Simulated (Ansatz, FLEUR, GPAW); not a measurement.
# One calculation of Fe2Ge, 4 ways

```
Ge Fe
1.0
     4.16363    0.00000    0.00000
    -2.08182    3.60581    0.00000
     0.00000    0.00000    2.62647
Ge Fe
1 2
Direct
  0.00000 0.00000 0.00000
  0.33333 0.66667 0.50000
  0.66667 0.33333 0.50000
```

The cell comes from a database or a generator and needn't be the stable form of this composition.

Alike in all runs: task single point; functional PBEsol; k mesh 7 × 7 × 10; occupations fermi-dirac, width 0.05 eV; collinear spin, ferromagnetic start; no spin-orbit coupling. Pressure is positive in compression and, in plane waves, holds the error of the finite cutoff, which Ansatz's Pulay term estimates and takes out.

```csv
program and potentials,plane-wave cutoff (eV),notes,pressure (GPa),net moment per atom (μB)
"Ansatz, Ansatz PAW",420,"potentials made for PBE, which Ansatz adapts in part; 15.33 valence electrons an atom on average",?,?
"FLEUR, all-electron, FLAPW",-,-,-,1.68
"GPAW, PAW data sets generated for this functional",600,6.67 valence electrons an atom on average,-5.80,1.68
"Ansatz, all-electron LAPW, scalar-relativistic",-,-,-7.00,1.68
```

Task: Estimate from the other rows what the run with Ansatz, Ansatz PAW gave.

Result: Pressure -7.06 GPa; net moment per atom 1.68 μB. Its pressure holds a Pulay term of +0.07 GPa. The other rows, which needn't bracket it: pressure -7.00 to -5.80; net moment per atom 1.68.
